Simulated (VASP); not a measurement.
Input of a VASP 6.6.1 run:

The input POSCAR:

```
AlP
1.0
    0.0000000000      2.7255000000      2.7255000000
    2.7255000000      0.0000000000      2.7255000000
    2.7255000000      2.7255000000      0.0000000000
P Al
1 1
Direct
    0.7500000000      0.7500000000      0.7500000000
    0.0000000000      0.0000000000      0.0000000000
```

File INCAR.step1:

```
SYSTEM = AlP
PREC = Accurate
ENCUT = 450
EDIFF = 1E-8
ISMEAR = 0
SIGMA = 0.01
LREAL = .FALSE.
LASPH = .TRUE.
NELM = 60
ALGO = Fast
LWAVE = .TRUE.
LCHARG = .FALSE.
GGA = PE
```

File INCAR.step2:

```
SYSTEM = AlP
PREC = Accurate
ENCUT = 450
EDIFF = 1E-8
ISMEAR = 0
SIGMA = 0.01
LREAL = .FALSE.
LASPH = .TRUE.
NELM = 1
ALGO = Exact
LWAVE = .TRUE.
LCHARG = .FALSE.
GGA = PE
NBANDS = 324
LOPTICS = .TRUE.
ISTART = 1
```

INCAR.step3

```
SYSTEM = AlP
PREC = Accurate
ENCUT = 450
EDIFF = 1E-8
ISMEAR = 0
SIGMA = 0.01
LREAL = .FALSE.
LASPH = .TRUE.
ALGO = EVGW0
LWAVE = .FALSE.
LCHARG = .FALSE.
GGA = PE
NELMGW = 1
NBANDS = 324
ENCUTGW = 230
NOMEGA = 50
PRECFOCK = Fast
ISTART = 1
NBANDSGW = 12
```

KPOINTS

```
Automatic mesh
0
G
  4 4 4
  0 0 0
```

Potentials or basis: VASP PAW PBE potentials, release 64 (P_GW, Al_GW).

Run with:

```bash
$ cat potpaw_PBE.64/P_GW/POTCAR potpaw_PBE.64/Al_GW/POTCAR > POTCAR
$ cp INCAR.step1 INCAR
$ mpirun -np 1 vasp_std > vasp.out
$ cp INCAR.step2 INCAR
$ mpirun -np 1 vasp_std > vasp.out
$ cp INCAR.step3 INCAR
$ mpirun -np 1 vasp_std > vasp.out
```

(1) Estimate the quasiparticle gap.

(2) Estimate the least direct quasiparticle gap.

(3) What does it give for the band gap on the k mesh, mean-field level?

## Answers

(1) 2.37 eV.

(2) 4.32 eV.

(3) 1.55 eV, indirect (least direct gap 3.34 eV).

Caveat: the k mesh is coarse (spacing up to 0.50 Å⁻¹), so the values aren't converged; bands, screening cutoff and mesh are small and nothing is extrapolated, so the quasiparticle values aren't converged.
